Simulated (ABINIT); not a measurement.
# Quasiparticle gap of BN (Qingsongite) in ABINIT

How does a plane-wave GW calculation on BN (Qingsongite) run from the first input to the gap?

Program: ABINIT 10.8.3. Level of theory: PBE and many-body steps on it, plane waves. Results are calculated unless marked as measured.

## (1) The structure

It takes space group F-43m (No. 216, cubic). The conventional cell has a = 3.615 Å, b = 3.615 Å, c = 3.615 Å, α = 90.00°, β = 90.00°, γ = 90.00°. B has 4 N at 1.57 Å nearest. Nearest to N lie 4 B at 1.57 Å. Farther neighbours and most contacts between anions are not listed.

The cell and positions come from the Crystallography Open Database and are kept as given unless a step says otherwise.

## (2) Ground state

This step: ABINIT 10.8.3; DFT, PBE, plane waves, norm-conserving pseudopotentials.

The ground-state density comes first.

Contents of run.abi:

```
acell 3*1.0 Angstrom
rprim 
  -0.000000000000 1.807500000000 1.807500000000
  1.807500000000 0.000000000000 1.807500000000
  1.807500000000 1.807500000000 -0.000000000000
ntypat 2
znucl 5 7
natom 2
typat 1 2
xred 
  0.000000000000 0.000000000000 0.000000000000
  0.250000000000 0.250000000000 0.250000000000
pp_dirpath "pseudos"
pseudos "B.upf, N.upf"
ecut 36
ngkpt 10 10 10
nshiftk 1
shiftk 0 0 0
kptopt 1
chksymbreak 0
nband 9
occopt 1
tolvrs 1e-10
nstep 60
prtwf 0
optforces 0
optstress 0
indata_prefix "in"
outdata_prefix "out"
tmpdata_prefix "tmp"
```

On the command line:

```
OMP_NUM_THREADS=1 mpirun -n 4 abinit run.abi > log
```

Numbers of over 12 decimals in the logs are rounded to 6 here.

The log of the run:

```text
.Version 10.8.3 of ABINIT. v10.8.2 released Aug 2026.

 Symmetries : space group F-4 3 m (#216); Bravais cF (face-center cubic)
================================================================================
 Values of the parameters that define the memory need of the present run
     intxc =       0    ionmov =       0      iscf =       7    lmnmax =       4
     lnmax =       4     mgfft =      30  mpssoang =       2    mqgrid =    3001
     natom =       2  nloc_mem =       1    nspden =       1   nspinor =       1
    nsppol =       1      nsym =      24    n1xccc =    2501    ntypat =       2
    occopt =       1   xclevel =       2
-    mband =           9        mffmem =           1         mkmem =          12
       mpw =         845          nfft =       27000          nkpt =          47
================================================================================
  Rough estimation (10% accuracy) of disk space for files :
================================================================================

--------------------------------------------------------------------------------
------------- Echo of variables that govern the present computation ------------
--------------------------------------------------------------------------------
 -outvars: echo values of preprocessed input variables --------
            acell      1.8897261259E+00  1.8897261259E+00  1.8897261259E+00 Bohr

      chksymbreak           0
             ecut      3.60000000E+01 Hartree
-          fftalg         312

              ixc     -101130
              kpt      0.00000000E+00  0.00000000E+00  0.00000000E+00
                       1.00000000E-01  0.00000000E+00  0.00000000E+00
                       2.00000000E-01  0.00000000E+00  0.00000000E+00
                       3.00000000E-01  0.00000000E+00  0.00000000E+00
                       4.00000000E-01  0.00000000E+00  0.00000000E+00
                       5.00000000E-01  0.00000000E+00  0.00000000E+00
                       1.00000000E-01  1.00000000E-01  0.00000000E+00
                       2.00000000E-01  1.00000000E-01  0.00000000E+00
                       3.00000000E-01  1.00000000E-01  0.00000000E+00
   [... 36 further rows ...]
                      -3.00000000E-01  4.00000000E-01  2.00000000E-01
                      -3.00000000E-01  5.00000000E-01  2.00000000E-01
         kptrlatt       10    0    0      0   10    0      0    0   10
          kptrlen      4.83050094E+01
P           mkmem          12
            natom           2
            nband           9
            ngfft          30      30      30
             nkpt          47
            nstep          60
             nsym          24
           ntypat           2
              occ      2.000000  2.000000  2.000000  2.000000  0.000000  0.000000
[...]
optforces           0
        optstress           0
            prtwf           0
            rprim     -0.0000000000E+00  1.8075000000E+00  1.8075000000E+00
[...]
spgroup         216

           tolvrs      1.00000000E-10

             xred      0.0000000000E+00  0.0000000000E+00  0.0000000000E+00
[...]
znucl        5.00000    7.00000

================================================================================

 chkinp: Checking input parameters for consistency.

================================================================================
== DATASET  1 ==================================================================
-   mpi_nproc: 4, omp_nthreads: 1 (-1 if OMP is not activated)

--- !DatasetInfo
iteration_state: {dtset: 1, }
dimensions: {natom: 2, nkpt: 47, mband: 9, nsppol: 1, nspinor: 1, nspden: 1, mpw: 845, }
cutoff_energies: {ecut:  36.0, pawecutdg:  -1.0, }
electrons: {nelect:   8.00000000E+00, charge:   0.00000000E+00, occopt:   1.00000000E+00, tsmear:   1.00000000E-02, }

 Real(R)+Recip(G) space primitive vectors, cartesian coordinates (Bohr,Bohr^-1):
 R(1)=  0.0000000  3.4156800  3.4156800  G(1)= -0.1463837  0.1463837  0.1463837
 R(2)=  3.4156800  0.0000000  3.4156800  G(2)=  0.1463837 -0.1463837  0.1463837
 R(3)=  3.4156800  3.4156800  0.0000000  G(3)=  0.1463837  0.1463837 -0.1463837
 Unit cell volume ucvol=  7.9700586E+01 bohr^3
 Angles (23,13,12)=  6.00000000E+01  6.00000000E+01  6.00000000E+01 degrees

 getcut: wavevector=  0.0000  0.0000  0.0000  ngfft=  30  30  30
         ecut(hartree)=     36.000   => boxcut(ratio)=   2.30194

 getcut : COMMENT -
  Note that boxcut > 2.2 ; recall that boxcut=Gcut(box)/Gcut(sphere) = 2
  is sufficient for exact treatment of convolution.
  Such a large boxcut is a waste : you could raise ecut
  e.g. ecut=   47.690509 Hartrees makes boxcut=2

--- Pseudopotential description ------------------------------------------------
- B Generated using ONCVPSP code by D. R. Hamann
-  5.00000   3.00000  171031                  znucl, zion, pspdat
12 -101130 1 -1 1534                          pspcod,pspxc,lmax,lloc,mmax
     nproj     2     2
  pspatm : epsatm=    3.38844616
         --- l  ekb(1:nproj) -->
[...]
pspatm: atomic psp has been read  and splines computed

- N Generated using ONCVPSP code by D. R. Hamann
-  7.00000   5.00000  171031                  znucl, zion, pspdat
12 -101130 1 -1 1058                          pspcod,pspxc,lmax,lloc,mmax
     nproj     2     2
  pspatm : epsatm=    5.20977870
         --- l  ekb(1:nproj) -->
[...]
1   -4.293905   -1.006988
 pspatm: atomic psp has been read  and splines computed

   6.87857989E+01                                ecore*ucvol(ha*bohr**3)
--------------------------------------------------------------------------------

_setup2: Arith. and geom. avg. npw (full set) are     822.053     822.026

================================================================================

--- !BeginCycle
iteration_state: {dtset: 1, }
solver: {iscf: 7, nstep: 60, nline: 4, wfoptalg: 0, }
tolerances: {tolvrs: 1.00E-10, }

     iter   Etot(hartree)      deltaE(h)  residm     vres2
 ETOT  1  -13.353670328845    -1.335E+01 1.866E-01 1.447E+02
 ETOT  2  -13.373136893714    -1.947E-02 6.470E-03 1.104E+02
 ETOT  3  -13.402464776550    -2.933E-02 3.876E-03 1.734E-01
 ETOT  4  -13.402502334780    -3.756E-05 4.257E-03 1.682E-03
 ETOT  5  -13.402502505884    -1.711E-07 1.198E-03 3.940E-05
 ETOT  6  -13.402502511439    -5.556E-09 1.069E-03 2.572E-07
 ETOT  7  -13.402502511479    -3.939E-11 2.420E-04 2.030E-09
 ETOT  8  -13.402502511479    -1.315E-13 2.105E-04 5.379E-11

 At SCF step    8       vres2   =  5.38E-11 < tolvrs=  1.00E-10 =>converged.

--- !ResultsGS
iteration_state: {dtset: 1, }
comment   : Summary of ground state results
lattice_vectors:
- [ -0.0000000,   3.4156800,   3.4156800, ]
- [  3.4156800,   0.0000000,   3.4156800, ]
- [  3.4156800,   3.4156800,  -0.0000000, ]
lattice_lengths: [   4.83050,    4.83050,    4.83050, ]
lattice_angles: [ 60.000,  60.000,  60.000, ] # degrees, (23, 13, 12)
lattice_volume:   7.9700586E+01
convergence: {deltae: -1.315E-13, res2:  5.379E-11, residm:  2.105E-04, diffor:  0.000E+00, }
etotal    :  -1.34025025E+01
entropy   :   0.00000000E+00
fermie    :   3.02092262E-01
cartesian_stress_tensor: null
pressure_GPa: null
xred      :
- [  0.0000E+00,   0.0000E+00,   0.0000E+00,  B]
- [  2.5000E-01,   2.5000E-01,   2.5000E-01,  N]
cartesian_forces: null
force_length_stats: {min: null, max: null, mean: null, }

 Integrated electronic density in atomic spheres:
 ------------------------------------------------
 Atom  Sphere_radius  Integrated_density
    1        2.00000          3.32049900
    2        2.00000          5.75124674
================================================================================

 ----iterations are completed or convergence reached----

 Mean square residual over all n,k,spin=   10.187E-07; max=  21.054E-05
 reduced coordinates (array xred) for    2 atoms
       0.000000000000      0.000000000000      0.000000000000
       0.250000000000      0.250000000000      0.250000000000
 rms dE/dt=  0.0000E+00; max dE/dt=  0.0000E+00; dE/dt below (all hartree)
    1       0.000000000000      0.000000000000      0.000000000000
    2       0.000000000000      0.000000000000      0.000000000000

 cartesian coordinates (angstrom) at end:
    1      0.000000     0.000000     0.000000
    2      0.903750     0.903750     0.903750
 length scales=  1.889726125908  1.889726125908  1.889726125908 bohr
              =  1.000000000000  1.000000000000  1.000000000000 angstroms
 prteigrs : about to open file out_EIG
 Fermi (or HOMO) energy (hartree) =   0.30209   Average Vxc (hartree)=  -0.47450
 Eigenvalues (hartree) for nkpt=  47  k points:
 kpt#   1, nband=  9, wtk=  0.00100, kpt=  0.0000  0.0000  0.0000 (reduced coord)
  -0.44062    0.30209    0.30209    0.30209    0.62836    0.62836    0.62836    0.68304
   1.21148
 prteigrs : prtvol=0 or 1, do not print more k-points.

--- !EnergyTerms
iteration_state     : {dtset: 1, }
comment             : Components of total free energy in Hartree
kinetic             :  9.41230010599648E+00
hartree             :  1.79183179045680E+00
xc                  : -4.37198988812425E+00
Ewald energy        : -1.31703929426445E+01
psp_core            :  8.63052609504914E-01
local_psp           : -6.86018895556562E+00
non_local_psp       : -1.06711523110257E+00
total_energy        : -1.34025025114787E+01
total_energy_eV     : -3.64700672502578E+02
band_energy         :  1.04301569482710E-01

== END DATASET(S) ==============================================================
================================================================================

 -outvars: echo values of variables after computation  --------
           etotal     -1.3402502511E+01
            nband           9
             nkpt          47
          spgroup         216
 [... the other variables as echoed above ...]

 Calculation completed.
```

Wall time 5 s (4 MPI ranks of Arm Neoverse V1, shared host); peak memory 0.24 GiB.

This step gave:

```
total energy               : -364.7007 eV
gap                        : 4.535 eV
k of the valence top       : 0, 0, 0
k of the conduction bottom : 0.5, 0.5, 0
least direct gap           : 8.878 eV
```

The gap is indirect, with the least direct gap 4.34 eV higher.

(Continued in part 2 of 3.)

[Paths, hosts, dates, memory and timing lines, banners, echoed tables and standing remarks are left out of the program output.]

[Logs are printed without paths, hosts, clocks, repeated set-up lines and the standing remarks that a program may print on its own settings, such as how far it seeks lower states.]

[Runs of the session that timed out or met a known fault of the program may be left out.]

[Hosts, paths, dates, database ids (printed as entryN), source tags and the programs' standing remarks are cut or masked in the printed files.]

[G0W0 gaps are taken among the corrected bands and points alone; a level outside them can change the order at an edge.]

[Where Ansatz stands beside ABINIT at settings called matched, ABINIT's density can come from a denser mesh and the files from another edition; pairs whose starting gaps differed by over 0.03 eV were left out, so agreement reads better than it is.]
